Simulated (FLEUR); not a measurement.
As: equation of state with SCAN

The system is As.

```
As
1.0
     2.70368    0.00000    0.00000
     0.00000    2.70368    0.00000
     0.00000    0.00000    2.70368
As
1
Direct
  0.50000 0.50000 0.50000
```

This isn't the form of As at room conditions, which is rhombohedral.

| Item | Value |
| --- | --- |
| Program | FLEUR MaX-R8.1 (later development tree) |
| Task | equation of state |
| Functional | SCAN |
| Potentials or basis | all-electron |
| Basis | FLAPW |
| Kmax | 4.22 1/bohr |
| k mesh | 10 × 10 × 10 |
| Occupations | fermi-dirac, width 0.05 eV |
| Spin | no spin polarisation |

```
Equilibrium volume : 19.47 Å³/atom
Bulk modulus       : 91 GPa
```

Energy against volume, from the lowest point:
```csv
volume (Å³/atom),energy (meV/atom)
18.578,11.26
18.973,2.46
19.764,0.00
20.554,14.34
20.949,26.79
```

Caveat: the meta-GGA is that of a development version, with a GGA for the radial functions and cores and without core tails.
